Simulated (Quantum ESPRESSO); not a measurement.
Na: equation of state with LDA

Na:

```
CELL_PARAMETERS angstrom
3.70038 0.00000 0.00000
-1.85019 3.20463 0.00000
0.00000 0.00000 12.53732
ATOMIC_POSITIONS crystal
Na 0.66667 0.33333 0.75000
Na 0.00000 0.00000 0.50000
Na 0.33333 0.66667 0.25000
Na 0.00000 0.00000 0.00000
```

This isn't the form of Na at room conditions, which is bcc.

```json
{"Program": "Quantum ESPRESSO 7.5", "Task": "equation of state", "Functional": "LDA", "Potentials or basis": "GBRV 1.5 LDA", "Cutoff": "612 eV", "Density cutoff": "4898 eV", "k mesh": "8 × 8 × 3", "Occupations": "fermi-dirac, width 0.05 eV", "Spin": "no spin polarisation", "Form of the LDA correlation": "PZ81", "Mixing beta": "0.5", "Most SCF iterations": "120", "SCF threshold": "8e-10 Ry"}
```

- Equilibrium volume: 33.42 Å³/atom (rough: see the caveat)
- Bulk modulus at fixed shape and positions: 9.0 GPa (rough)

Energy against volume, from the lowest point:
| volume (Å³/atom) | energy (meV/atom) |
| --- | --- |
| 34.938 | 0.00 |
| 35.681 | 2.08 |
| 36.425 | 4.85 |
| 37.168 | 8.20 |
| 37.911 | 12.14 |
| 38.655 | 16.55 |
| 39.398 | 21.42 |

All runs of the series together: 83 s on 2 threads of AMD EPYC 9R45 96-Core Processor (Zen 5) (shared host).

Caveat: the minimum lies outside the volumes run; the cell was scaled at fixed shape and fractional positions, which overstates the stiffness of a crystal with free parameters, most of all of layers and chains.
